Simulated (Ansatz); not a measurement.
BaTiO3 under changes of volume

One of the cells (12.856 Å³/atom); the others are scaled copies at fixed shape and fractional positions:

```
Ba Ti O
1.0
     3.99980    0.00000    0.00000
     0.00000    3.99980    0.00000
     0.00000    0.00000    4.01800
Ba Ti O
1 1 3
Direct
  0.00000 0.00000 0.00000
  0.50000 0.50000 0.49000
  0.00000 0.50000 0.51700
  0.50000 0.00000 0.51700
  0.50000 0.50000 0.01900
```

```yaml
Program: Ansatz 0.2.0
Functional: rPW86-PBE
Potentials_or_basis: Ansatz PAW
Cutoff: "420 eV (not typed: the program's choice for these potentials)"
k_mesh: 7 × 7 × 7
Occupations: fermi-dirac, width 0.05 eV
Spin: no spin polarisation
```

| volume (Å³/atom) | energy over the lowest point (meV/atom) | pressure (GPa) | gap on the mesh (eV) | largest force (eV/Å) |
| --- | --- | --- | --- | --- |
| 12.085 | 81.37 | 21.1 | 2.09 | 0.211 |
| 12.342 | 51.57 | 16.2 | 2.04 | 0.106 |
| 12.599 | 29.27 | 11.7 | 1.99 | 0.103 |
| 12.856 | 13.64 | 7.8 | 1.94 | 0.228 |
| 13.113 | 4.09 | 4.2 | 1.89 | 0.345 |
| 13.371 | 0.00 | 1.0 | 1.85 | 0.453 |
| 13.628 | ? | ? | ? | ? |

**Question.** What does the run at 13.628 Å³/atom give?

**Answer.** Energy over the lowest point 0.82 meV/atom; pressure -1.9 GPa; gap on the mesh 1.80 eV; largest force 0.555 eV/Å.

Worked out: A Birch-Murnaghan fit of order 3 (a polynomial in V^(-2/3)) to the other rows has its minimum at 13.45 Å³/atom, just outside them, with B0 = V·E''(V) = 156 GPa and B' = 4.3 at fixed shape and positions, which overstates the stiffness. It gives 0.86 meV/atom at 13.628 Å³/atom, against the run's 0.82, and -dE/dV = -2.0 GPa, against -1.9. A straight line through the other rows of the gap, of slope -2.4 eV per unit of ln V, extrapolates to 1.80 eV, against the run's 1.80.

Energies are extrapolated to zero smearing.

Caveats: odd divisions of the mesh miss points on the zone boundary, where band edges often lie, so the gap on the mesh can be too wide; spin-orbit coupling is left out, which moves the levels of the heavy elements; the PAW data sets come from PBE, with cores solved anew for the run's functional, which leaves a small shift of forces and pressure.

A mesh can miss the band edges.
